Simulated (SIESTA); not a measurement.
The system is Ta.

```xyz
1
Lattice="-1.7138 1.6638 1.6060 1.6932 -1.6823 1.6038 1.6862 1.6547 -1.6245" Properties=species:S:1:pos:R:3 pbc="T T T"
Ta    0.0000    0.0000    0.0000
```

| Item | Value |
| --- | --- |
| Program | SIESTA 5.4.2 |
| Task | relaxation of cell and atoms |
| Functional | PBE |
| Potentials or basis | PseudoDojo 0.4 standard (PBE files) |
| Basis | DZP (energy shift 0.003 Ry; two zetas on semicore shells) |
| Grid cutoff | 800 Ry |
| Energy shift | 0.003 Ry |
| k mesh | 11 × 11 × 11 |
| Occupations | fermi-dirac, width 0.05 eV |
| Spin | no spin polarisation |

At the start: pressure 3.8 GPa; volume 18.00 Å³/atom.

Problem. Where does the relaxation end?

Solution. Over 8 steps the energy falls by 15.3 meV/atom and the volume is 18.28 Å³/atom (+1.6 %); space group Im-3m (No. 229, to 0.05 Å).

Step by step:
```tsv
step	energy change (eV)	largest force (eV/Å)	pressure (GPa)	volume (Å³)
1	0.0000	0.0000	3.79	18.00
2	-0.0072	0.0000	-0.21	18.33
3	-0.0111	0.0000	-1.10	18.40
4	-0.0144	0.0000	-0.90	18.37
5	-0.0149	0.0000	-0.27	18.31
6	-0.0152	0.0000	0.15	18.27
7	-0.0153	0.0000	0.18	18.27
8	-0.0153	0.0000	0.06	18.28
```

Final structure:
```xyz
1
Lattice="-1.6592 1.6598 1.6596 1.6594 -1.6596 1.6593 1.6594 1.6595 -1.6595" Properties=species:S:1:pos:R:3 pbc="T T T"
Ta    0.0000    0.0000    0.0000
```

Caveat: short orbitals over semicore shells can move pressures by several GPa; the basis of atomic orbitals isn't converged, which shifts pressures, moduli and gaps.
